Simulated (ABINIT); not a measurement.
Crystal: Ag.

```
Ag
1.0
     0.00000    2.04275    2.04275
     2.04275    0.00000    2.04275
     2.04275    2.04275    0.00000
Ag
1
Direct
  0.00000 0.00000 0.00000
```

- Program: ABINIT 10.8.3 (patched build)
- Task: relaxation of cell and atoms
- Functional: LDA
- Potentials or basis: JTH PAW LDA v2.0
- Cutoff: 463 eV
- k mesh: 8 × 8 × 8
- Occupations: fermi-dirac, width 0.05 eV
- Spin: no spin polarisation

At the start: pressure -6.6 GPa; volume 17.05 Å³/atom.

Problem. Where does the relaxation end?

Solution. Over 5 steps the energy falls by 20.5 meV/atom and the volume is 16.11 Å³/atom (-5.5 %); space group Fm-3m (No. 225, to 0.05 Å).

Step by step:
| step | energy change (eV) | largest force (eV/Å) | pressure (GPa) | volume (Å³) |
| --- | --- | --- | --- | --- |
| 1 | 0.0000 | 0.0000 | -6.61 | 17.05 |
| 2 | -0.0119 | 0.0000 | -4.48 | 16.71 |
| 3 | -0.0204 | 0.0000 | 0.64 | 16.04 |
| 4 | -0.0205 | 0.0000 | -0.05 | 16.12 |
| 5 | -0.0205 | 0.0000 | 0.00 | 16.11 |

Final structure:
```
CELL_PARAMETERS angstrom
0.00000 2.00474 2.00474
2.00474 0.00000 2.00474
2.00474 2.00474 0.00000
ATOMIC_POSITIONS crystal
Ag 0.00000 0.00000 0.00000
```
